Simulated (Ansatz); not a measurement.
# Questions on the electronic state of VN

We look at VN: a test cell of our own (not relaxed), with 2 atoms per cell.

```xyz
2
Lattice="0.0000 2.0609 2.0609 2.0609 0.0000 2.0609 2.0609 2.0609 0.0000" Properties=species:S:1:pos:R:3 pbc="T T T"
V     0.0000    0.0000    0.0000
N     2.0609    2.0609    2.0609
```

Site labels below count the atoms in this order, from 1.

Method: DFT, r2SCAN, PAW (an earlier, harder data set), plane waves, scalar-relativistic (Ansatz development build ahead of 0.2.0).

```json
{
  "Plane-wave cutoff": "870 eV",
  "k-point mesh": "4×4×4 (shift 0.5 0.5 0.5)",
  "Occupations": "Fermi–Dirac smearing, 0.1 eV",
  "Valence electrons": "18"
}
```

The total moment includes the space between the atomic spheres.

The mesh is coarse, so energy differences (and at times their sign) aren't converged.

States within about 5 meV/atom are too close for this mesh, smearing and search to settle their order. Orders that need a larger cell or non-collinear spins weren't tried.

Default search: extra SCF cycles where an unstable direction or a doubtful shell filling shows. With a search on, the program may also reshape the start on open shells. Ends within 0.2 meV/atom and 0.1 μB count as one state.

Task: The cell was converged 2 times from various starts and settings. Describe the lowest state found.

Result: Non-magnetic (no spin polarisation). A state of another order (spin-polarised) lies only 2.7 meV/atom higher. It was reached from: default search for lower states [spin off].

Task: A run starts from: default search for lower states [V1 2.00 μB]. What does it converge to?

Result: It converges in 19 iterations to a state 2.7 meV/atom above the lowest: spin-polarised, site moments V1 1.06 μB, total 1.33 μB per cell.
